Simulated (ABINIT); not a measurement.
# As (R-3m) in ABINIT: further runs, part 2 of 2

ABINIT 10.8.3 (patched build). The steps go on from the part before.

### Step 4. Single point, PBE

Input file run.abi:

```
# Pseudopotentials
pp_dirpath "./"
pseudos "33_As_15_1.8_2.1_pbe_n_v1.0.psp8"

# Structure
acell 4.131 4.131 4.131 Angstrom
rprim
     0.4552885255     0.2628609527     0.8506564983
    -0.4552885255     0.2628609527     0.8506564983
     0.0000000000    -0.5257219055     0.8506564983
ntypat 1
znucl 33
natom 2
typat 1 1
xred
     0.2260000000     0.2260000000     0.2260000000
     0.7740000000     0.7740000000     0.7740000000

# Plane-wave basis
ecut 34.0

# k points
kptopt 1
ngkpt 9 9 9
nshiftk 1
shiftk 0.0 0.0 0.0

# Exchange and correlation
ixc 11

# Bands and occupations
nband 19
occopt 3
tsmear 0.05 eV

# SCF cycle
nstep 100
tolvrs 1.0e-10

# Output
iomode 3
prtwf 0
prteig 0
prtebands 0
enunit 2
prtden 1
prtvha 1
prtvclmb 1
prtpot 1
prtelf 1
```

Potentials or basis: SPMS NC PBE v1.0.

Command:

```console
$ abinit run.abi > log 2>&1
```

run.abo:

```text
.Version 10.8.3 of ABINIT
 Symmetries : space group R-3 m (#166); Bravais hR (rhombohedral)
================================================================================
 Values of the parameters that define the memory need of the present run
     intxc =       0    ionmov =       0      iscf =       7    lmnmax =       6
     lnmax =       6     mgfft =      45  mpssoang =       3    mqgrid =    3001
     natom =       2  nloc_mem =       1    nspden =       1   nspinor =       1
    nsppol =       1      nsym =      12    n1xccc =    2501    ntypat =       1
    occopt =       3   xclevel =       2
       mpw =        2784          nfft =       91125          nkpt =          85
================================================================================
================================================================================

--------------------------------------------------------------------------------
------------- Echo of variables that govern the present computation ------------
--------------------------------------------------------------------------------
 -outvars: echo values of preprocessed input variables --------
            acell      7.8064586261E+00  7.8064586261E+00  7.8064586261E+00 Bohr
              amu      7.49215900E+01
             ecut      3.40000000E+01 Hartree
           enunit           2
                       outvar_i_n : Printing only first  50 k-points.
              ixc          11
                       outvar_i_n : Printing only first  50 k-points.
         kptrlatt        9    0    0      0    9    0      0    0    9
          kptrlen      6.39754387E+01
            natom           2
            nband          19
            ngfft          45      45      45
             nkpt          85
            nstep         100
             nsym          12
           ntypat           1
                       prtocc : prtvol=0, do not print more k-points.
           occopt           3
        prtebands           0
           prteig           0
           prtelf           1
           prtpot           1
         prtvclmb           1
           prtvha           1
            prtwf           0
            rprim      4.5528852550E-01  2.6286095270E-01  8.5065649830E-01
                      -4.5528852550E-01  2.6286095270E-01  8.5065649830E-01
                       0.0000000000E+00 -5.2572190550E-01  8.5065649830E-01
          spgroup         166
           tolvrs      1.00000000E-10
           tsmear      1.83746611E-03 Hartree
            typat      1  1
                       outvars : Printing only first  50 k-points.
           xangst     -1.7531415844E-17 -9.3360678491E-11  2.3825340323E+00
                      -1.5027569353E-17 -3.1974003639E-10  8.1596519512E+00
            xcart     -3.3129574545E-17 -1.7642611328E-10  4.5023368066E+00
                      -2.8397990416E-17 -6.0422110026E-10  1.5419507470E+01
             xred      2.2600000000E-01  2.2600000000E-01  2.2600000000E-01
                       7.7400000000E-01  7.7400000000E-01  7.7400000000E-01
            znucl       33.00000

================================================================================

 chkinp: Checking input parameters for consistency.

================================================================================
== DATASET  1 ==================================================================

--- !DatasetInfo
iteration_state: {dtset: 1, }
dimensions: {natom: 2, nkpt: 85, mband: 19, nsppol: 1, nspinor: 1, nspden: 1, mpw: 2784, }
cutoff_energies: {ecut:  34.0, pawecutdg:  -1.0, }
electrons: {nelect:   3.00000000E+01, charge:   0.00000000E+00, occopt:   3.00000000E+00, tsmear:   1.83746611E-03, }
meta: {optdriver: 0, ionmov: 0, optcell: 0, iscf: 7, paral_kgb: 0, }
...

 Exchange-correlation functional for the present dataset will be:
[... 80 lines left out ...]
- [  0.00000000E+00,  -1.41946435E-04,   9.21221808E-13, ]
- [  0.00000000E+00,   9.21221808E-13,  -1.11778172E-04, ]
pressure_GPa:   3.8803E+00
xred      :
- [  2.2600E-01,   2.2600E-01,   2.2600E-01, As]
- [  7.7400E-01,   7.7400E-01,   7.7400E-01, As]
cartesian_forces: # hartree/bohr
- [  4.82500981E-19,   2.03377089E-19,   8.59353399E-03, ]
- [ -4.82500981E-19,  -2.03377089E-19,  -8.59353399E-03, ]
force_length_stats: {min:   8.59353399E-03, max:   8.59353399E-03, mean:   8.59353399E-03, }
...

 Integrated electronic density in atomic spheres:
 ------------------------------------------------
 Atom  Sphere_radius  Integrated_density
    1        2.00000         12.28575781
    2        2.00000         12.28575781
================================================================================

 ----iterations are completed or convergence reached----

 Mean square residual over all n,k,spin=   99.832E-10; max=  69.959E-07
 reduced coordinates (array xred) for    2 atoms
       0.226000000000      0.226000000000      0.226000000000
       0.774000000000      0.774000000000      0.774000000000
 rms dE/dt=  5.7066E-02; max dE/dt=  5.7066E-02; dE/dt below (all hartree)
    1      -0.057066348670     -0.057066348670     -0.057066348670
    2       0.057066348670      0.057066348670      0.057066348670

 cartesian coordinates (angstrom) at end:
    1     -0.00000000000000    -0.00000000009336     2.38253403225561
    2     -0.00000000000000    -0.00000000031974     8.15965195117629

 cartesian forces (hartree/bohr) at end:
    1      0.00000000000000     0.00000000000000     0.00859353399365
    2     -0.00000000000000    -0.00000000000000    -0.00859353399365
 frms,max,avg= 4.9614792E-03 8.5935340E-03   0.000E+00  0.000E+00  0.000E+00 h/b

 cartesian forces (eV/Angstrom) at end:
    1      0.00000000000000     0.00000000000000     0.44189728518114
    2     -0.00000000000000    -0.00000000000000    -0.44189728518114
 frms,max,avg= 2.5512952E-01 4.4189729E-01   0.000E+00  0.000E+00  0.000E+00 e/A
 length scales=  7.806458626125  7.806458626125  7.806458626125 bohr
              =  4.131000000000  4.131000000000  4.131000000000 angstroms
 Fermi (or HOMO) energy (hartree) =   0.20279   Average Vxc (hartree)=  -0.39935
 Eigenvalues (hartree) for nkpt=  85  k points:
 kpt#   1, nband= 19, wtk=  0.00137, kpt=  0.0000  0.0000  0.0000 (reduced coord)
  -1.13474   -1.13474   -1.13327   -1.13327   -1.13145   -1.13052   -1.13052   -1.12961
  -1.12860   -1.12860   -0.35162   -0.01126    0.11082    0.12741    0.12741    0.26206
   0.30911    0.30911    0.45685
      occupation numbers for kpt#   1
   2.00000    2.00000    2.00000    2.00000    2.00000    2.00000    2.00000    2.00000
   2.00000    2.00000    2.00000    2.00000    2.00000    2.00000    2.00000    0.00000
   0.00000    0.00000    0.00000
 prteigrs : prtvol=0 or 1, do not print more k-points.

 Fermi (or HOMO) energy (eV) =   5.51817   Average Vxc (eV)= -10.86673
 Eigenvalues (   eV  ) for nkpt=  85  k points:
 kpt#   1, nband= 19, wtk=  0.00137, kpt=  0.0000  0.0000  0.0000 (reduced coord)
 -30.87787  -30.87787  -30.83793  -30.83793  -30.78820  -30.76289  -30.76289  -30.73821
 -30.71070  -30.71070   -9.56803   -0.30630    3.01550    3.46692    3.46692    7.13097
   8.41121    8.41121   12.43164
 prteigrs : prtvol=0 or 1, do not print more k-points.

--- !EnergyTerms
iteration_state     : {dtset: 1, }
comment             : Components of total free energy in Hartree
kinetic             :  1.23931180754360E+02
hartree             :  5.05228891135292E+01
xc                  : -4.11517833498903E+01
Ewald energy        : -1.19670765817332E+02
psp_core            :  6.87279479150631E+00
local_psp           : -1.35612438701074E+02
non_local_psp       : -8.28075631689483E+01
internal            : -1.97915686377849E+02
'-kT*entropy'       : -5.36893654866856E-05
total_energy        : -1.97915740067215E+02
total_energy_eV     : -5.38556164712816E+03
band_energy         : -2.30001741322779E+01
...

 Cartesian components of stress tensor (hartree/bohr^3)
  sigma(1 1)= -1.41946439E-04  sigma(3 2)=  9.21221808E-13
  sigma(2 2)= -1.41946435E-04  sigma(3 1)=  0.00000000E+00
  sigma(3 3)= -1.11778172E-04  sigma(2 1)=  0.00000000E+00

-Cartesian components of stress tensor (GPa)         [Pressure=  3.8803E+00 GPa]
- sigma(1 1)= -4.17620843E+00  sigma(3 2)=  2.71032813E-08
- sigma(2 2)= -4.17620831E+00  sigma(3 1)=  0.00000000E+00
- sigma(3 3)= -3.28862735E+00  sigma(2 1)=  0.00000000E+00

== END DATASET(S) ==============================================================
================================================================================

 -outvars: echo values of variables after computation  --------
            acell      7.8064586261E+00  7.8064586261E+00  7.8064586261E+00 Bohr
           etotal     -1.9791574007E+02
            fcart      4.8250098129E-19  2.0337708876E-19  8.5935339936E-03
                      -4.8250098129E-19 -2.0337708876E-19 -8.5935339936E-03
            rprim      4.5528852550E-01  2.6286095270E-01  8.5065649830E-01
                      -4.5528852550E-01  2.6286095270E-01  8.5065649830E-01
                       0.0000000000E+00 -5.2572190550E-01  8.5065649830E-01
           strten     -1.4194643928E-04 -1.4194643516E-04 -1.1177817168E-04
                       9.2122180772E-13  0.0000000000E+00  0.0000000000E+00
           xangst     -1.7531415844E-17 -9.3360678491E-11  2.3825340323E+00
                      -1.5027569353E-17 -3.1974003639E-10  8.1596519512E+00
             xred      2.2600000000E-01  2.2600000000E-01  2.2600000000E-01
                       7.7400000000E-01  7.7400000000E-01  7.7400000000E-01
 Calculation completed.
```

Run time: 4.4 min. Hardware: 1 thread of Intel Xeon Platinum 8259CL at 2.50GHz (Skylake/Cascade Lake), shared host; peak memory 0.14 GiB.

What came out:

```yaml
Free_energy: -5385.5616 eV
Pressure: 3.9 GPa
Largest_force: 0.442 eV/Å
Band_gap_on_the_k_mesh: none (metal or under the smearing width)
Valence_electrons_inside_the_program's_atomic_spheres: As 12.29 (radii [1.0584] Å)
```

Forces in eV/Å, atoms in the order of the input:
```
As   0.000  0.000  0.442
As   0.000  0.000 -0.442
```

Levels at points of the mesh, in eV from the Fermi level:
```tsv
k point	band 12	band 13	band 14	band 15	band 16	band 17	band 18	band 19
(0.00, 0.00, 0.00)	-5.82	-2.50	-2.05	-2.05	1.61	2.89	2.89	6.91
```

### Step 5. Single point, PBE

run.abi, as its differences from that of step 4:

```diff
@@ -2,3 +2,3 @@
 pp_dirpath "./"
-pseudos "33_As_15_1.8_2.1_pbe_n_v1.0.psp8"
+pseudos "As.GGA_PBE-JTH.xml"
 
@@ -19,3 +19,5 @@
 # Plane-wave basis
-ecut 34.0
+ecut 15.0
+pawecutdg 30.0
+pawxcdev 0
 
@@ -37,3 +39,3 @@
 nstep 100
-tolvrs 1.0e-10
+tolvrs 1.0e-9
 
@@ -49,2 +51 @@
 prtpot 1
-prtelf 1
```

Potentials or basis: JTH PAW PBE v2.0.

Command:

```console
$ abinit run.abi > log 2>&1
```

Wall time 67 s (1 thread of Intel Xeon Platinum 8259CL at 2.50GHz (Skylake/Cascade Lake), shared host); peak memory 0.13 GiB.

The run converged. Its results:

* Free energy: -6197.0805 eV
* Pressure: 3.8 GPa
* Largest force: 0.448 eV/Å
* Band gap on the k mesh: none (metal or under the smearing width)
* Valence electrons inside the program's atomic spheres: As 12.59 (radii [1.1133] Å)

Forces on the atoms (eV/Å):
```
As   0.000  0.000  0.448
As   0.000  0.000 -0.448
```

Stress tensor (GPa, compression positive):
```
4.00 0.00 0.00
0.00 4.00 0.00
0.00 0.00 3.31
```

Levels at points of the mesh, in eV from the Fermi level:
```tsv
k point	band 12	band 13	band 14	band 15	band 16	band 17	band 18	band 19
(0.00, 0.00, 0.00)	-5.82	-2.49	-2.05	-2.05	1.58	2.89	2.89	6.91
```

### Step 6. Single point, PBE

run.abi, as its differences from that of step 5:

```diff
@@ -2,3 +2,3 @@
 pp_dirpath "./"
-pseudos "As.GGA_PBE-JTH.xml"
+pseudos "As.GGA_PBE-JTH_sp.xml"
 
@@ -33,3 +33,3 @@
 # Bands and occupations
-nband 19
+nband 9
 occopt 3
```

Potentials or basis: JTH PAW PBE v2.0 sp.

Command:

```console
$ abinit run.abi > log 2>&1
```

Run time: 26 s. Hardware: 1 thread of Intel Xeon Platinum 8259CL at 2.50GHz (Skylake/Cascade Lake), shared host; peak memory 0.1 GiB.

The run converged. Its results:

```
Free energy                                           : -349.7031 eV
Pressure                                              : 3.8 GPa
Largest force                                         : 0.469 eV/Å
Band gap on the k mesh                                : none (metal or under the smearing width)
Valence electrons inside the program's atomic spheres : As 2.62 (radii [1.1133] Å)
```

Forces in eV/Å, atoms in the order of the input:
```
As   0.000  0.000  0.469
As   0.000  0.000 -0.469
```

Stress tensor (GPa, compression positive):
```
4.02 0.00 0.00
0.00 4.02 0.00
0.00 0.00 3.34
```

Levels at points of the mesh, in eV from the Fermi level:
| k point | band 3 | band 4 | band 5 | band 6 | band 7 | band 8 |
| --- | --- | --- | --- | --- | --- | --- |
| (0.00, 0.00, 0.00) | -2.49 | -2.05 | -2.05 | 1.60 | 2.92 | 2.92 |

Caveat: this set keeps more shells in the core, which shifts pressures and gaps.

### Step 7. Single point, PBE

run.abi, as its differences from that of step 6:

```diff
@@ -2,3 +2,3 @@
 pp_dirpath "./"
-pseudos "As.GGA_PBE-JTH_sp.xml"
+pseudos "As.GGA_PBE-ansatz.xml"
 
@@ -19,5 +19,6 @@
 # Plane-wave basis
-ecut 15.0
-pawecutdg 30.0
+ecut 15.4
+pawecutdg 30.8
 pawxcdev 0
+pawovlp 30
 
@@ -33,3 +34,3 @@
 # Bands and occupations
-nband 9
+nband 19
 occopt 3
```

Potentials or basis: Ansatz PAW PBE default generated set, frozen core.

Command:

```console
$ abinit run.abi > log 2>&1
```

It took 98 s on 1 thread of Intel Xeon Platinum 8259CL at 2.50GHz (Skylake/Cascade Lake), shared host; peak memory 0.29 GiB.

Results (log left out):

```
Free energy            : -6196.7243 eV
Pressure               : 3.7 GPa
Largest force          : 0.429 eV/Å
Band gap on the k mesh : none (metal or under the smearing width)
```

Forces in eV/Å, atoms in the order of the input:
```
As   0.000  0.000  0.429
As   0.000  0.000 -0.429
```

Stress tensor (GPa, compression positive):
```
3.89 0.00 0.00
0.00 3.89 0.00
0.00 0.00 3.28
```

Levels at points of the mesh, in eV from the Fermi level:
| k point | band 12 | band 13 | band 14 | band 15 | band 16 | band 17 | band 18 | band 19 |
| --- | --- | --- | --- | --- | --- | --- | --- | --- |
| (0.00, 0.00, 0.00) | -5.82 | -2.50 | -2.06 | -2.06 | 1.59 | 2.89 | 2.89 | 6.91 |

Caveat: the atomic spheres overlap.

### Step 8. The runs side by side

```tsv
potentials or basis	cutoff (eV)	fine-grid cutoff	gap on the mesh (eV)	pressure (GPa)	largest force (eV/Å)
SG15 NC PBE v1.2	490	-	none	4.0	0.49
Ansatz NC PBE	1143	-	none	3.7	0.43
SPMS NC PBE v1.0	925	-	none	3.9	0.44
JTH PAW PBE v2.0	408	816.342 eV	none	3.8	0.45
JTH PAW PBE v2.0 sp	408	816.342 eV	none	3.8	0.47
Ansatz PAW PBE default generated set, frozen core	419	838.111 eV	none	3.7	0.43
```

Alike in all rows: task single point; level PBE; no spin polarisation; cell as given; k mesh 9 × 9 × 9; smearing fermi-dirac 0.05 eV.

Caveats: this set keeps more shells in the core, which shifts pressures and gaps (some runs); the atomic spheres overlap (some runs).

Absolute energies hang on the potentials; compare differences alone.
